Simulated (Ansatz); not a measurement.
Cost of a DFT run on P

```yaml
crystal:
  lattice:
    - [5.503, 0.0, 0.0]
    - [-1.9932656975, 10.7000881363, 0.0]
    - [-1.8812344655, -1.265791174, 10.7880993283]
  atoms:
    - { symbol: P, position: [0.0774761259, -0.009073768, 0.6756906104] }
    - { symbol: P, position: [0.9225238741, 1.009073768, 0.3243093896] }
    - { symbol: P, position: [0.5856285322, 0.1790053798, 0.5408925356] }
    - { symbol: P, position: [0.4143714678, 0.8209946202, 0.4591074644] }
    - { symbol: P, position: [0.1715021722, 0.0509599551, 0.1894743556] }
    - { symbol: P, position: [0.8284978278, 0.9490400449, 0.8105256444] }
    - { symbol: P, position: [0.7783468051, 0.3781121725, 0.5598945919] }
    - { symbol: P, position: [0.2216531949, 0.6218878275, 0.4401054081] }
    - { symbol: P, position: [0.6904627814, 0.3030615231, 0.024344137] }
    - { symbol: P, position: [0.3095372186, 0.6969384769, 0.975655863] }
    - { symbol: P, position: [0.2386502186, 0.0141060565, 0.8756496802] }
    - { symbol: P, position: [0.7613497814, 0.9858939435, 0.1243503198] }
    - { symbol: P, position: [0.5021260568, 0.3179437826, 0.6777530195] }
    - { symbol: P, position: [0.4978739432, 0.6820562174, 0.3222469805] }
    - { symbol: P, position: [0.3732573893, 0.3228578536, 0.4778758668] }
    - { symbol: P, position: [0.6267426107, 0.6771421464, 0.5221241332] }
    - { symbol: P, position: [0.0785203562, 0.3666805819, 0.1300725718] }
    - { symbol: P, position: [0.9214796438, 0.6333194181, 0.8699274282] }
    - { symbol: P, position: [0.007815745, 0.1456955893, 0.7997368851] }
    - { symbol: P, position: [0.992184255, 0.8543044107, 0.2002631149] }
    - { symbol: P, position: [0.8028238829, 0.4899902891, 0.1347130873] }
    - { symbol: P, position: [0.1971761171, 0.5100097109, 0.8652869127] }
    - { symbol: P, position: [0.7633602687, 0.3178331151, 0.2288179901] }
    - { symbol: P, position: [0.2366397313, 0.6821668849, 0.7711820099] }
kpoints:
  mp_grid: { grid: [6, 3, 3] }
scf:
  occupations: { method: fermi_dirac, width: 0.02 }
hamiltonian:
  xc: pbesol
  pseudopotentials: { kind: paw }
output:
  forces: true
  stress: true
  populations: true
  efg: { contact_densities: true }
```

```sh
ansatz run input.yaml --threads 4 --pin off --max-ram 8192MiB --backend cpu --events-out ev --progress --plain --runs-dir out
```

It runs on 4 threads of Intel Xeon 6975P-C (Granite Rapids) (x86_64; 16 cores open to the job, memory cap 8.0 GiB, no GPU), a shared host with a load of 0.3 a core.

**Question.** How much time and memory should be set aside?

**Answer.** About 25 s of wall time (91 s of CPU time) and 2.1 GiB. The run holds 120 valence electrons in 84 bands, about 12421 plane waves a k-point and 28 irreducible k-points, and took 10 SCF iterations. Times on a shared host vary by tens of per cent.
